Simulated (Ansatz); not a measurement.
# C8O: the cost of one run

Computed with Ansatz 0.2.0 (DFT PBE+D3(BJ), scalar-relativistic, plane waves, PAW, unless a step's input says otherwise).

The COD entry's cell or inner coordinates are ideal or old and differ from later refinements, so a difference from it is no clean test against experiment.

5 further runs of the same task are left out: 5 set aside as unsound or not needed. Runs told in other sessions of the task aren't counted.

### Step 1. The starting structure

It takes space group P-3m1 (No. 164, trigonal). The conventional cell has a = 2.465 Å, b = 2.465 Å, c = 27.108 Å, α = 90.00°, β = 90.00°, γ = 120.00°. Around C (site symmetry 3m) lie 3 C at 1.42 Å.

Coordinates:

```
C
1.0
     2.46498    0.00000    0.00000
    -1.23249    2.13474    0.00000
     0.00000    0.00000   27.10765
C
8
Direct
  0.00000 0.00000 0.31356
  0.66667 0.33333 0.31356
  0.00000 0.00000 0.43785
  0.33333 0.66667 0.43785
  0.00000 0.00000 0.56215
  0.66667 0.33333 0.56215
  0.00000 0.00000 0.68644
  0.33333 0.66667 0.68644
```

Planes are indexed in the bulk's conventional cell (P6_3/mmc (No. 194)), a = 2.465 Å, b = 2.465 Å, c = 6.738 Å, α = 90.00°, β = 90.00°, γ = 120.00°.

It is a (001) slab, 10.1 Å thick as cut, with 17 Å of vacuum; its outer planes are C (top) and C (bottom). An earlier relaxation, lower half held, gave -2008.5453 eV, work function 4.28 eV, gap on the mesh 17 meV, too small against the smearing to count.

### Step 2. O at the top (C) site

The input, input.yaml:

```yaml
crystal:
  lattice:
    - [2.464979667, 0.0, 0.0]
    - [-1.2324898335, 2.1347350114, 0.0]
    - [0.0, 0.0, 29.1076495408]
  atoms:
    - { symbol: C, position: [0.0, 0.0, 0.2920194646] }
    - { symbol: C, position: [0.6666666667, 0.3333333333, 0.2920194566] }
    - { symbol: C, position: [0.0, 0.0, 0.4077696707] }
    - { symbol: C, position: [0.3333333333, 0.6666666667, 0.4077696627] }
    - { symbol: C, position: [0.0, 0.0, 0.5235198769] }
    - { symbol: C, position: [0.6666666667, 0.3333333333, 0.5235198689] }
    - { symbol: C, position: [0.0, 0.0, 0.6392700831] }
    - { symbol: C, position: [0.3333333333, 0.6666666667, 0.6392700751] }
    - { symbol: O, position: [0.0, 0.0, 0.6880545099] }
basis:
  ecutwfc: 420
kpoints:
  mp_grid: { grid: [12, 12, 1] }
hamiltonian:
  xc: pbe
  dispersion: d3bj
scf:
  occupations: { method: gaussian, width: 0.1 }
output:
  forces: true
  eigenvalues: true
  write_density: true
  write_potential: true
  elf: true
  volumetric_format: npy
relax:
  adjacent_minimum: "off"
  f_tol: 0.03
  max_steps: 70
  constraints: [{ sites: [0, 1, 2, 3] }]
efield:
  axis: 3
  dipole_correction: true
  ramp_width: 0.04
```

Run with:

```sh
$ ansatz run input.yaml --threads 2 --pin off --max-ram 5120MiB --backend cpu --events-out ev --progress --plain --runs-dir out
```

Q: Estimate wall time and peak memory on 2 threads of Arm Neoverse V2, shared host.

About 60 s, with a peak of 0.4 GiB.
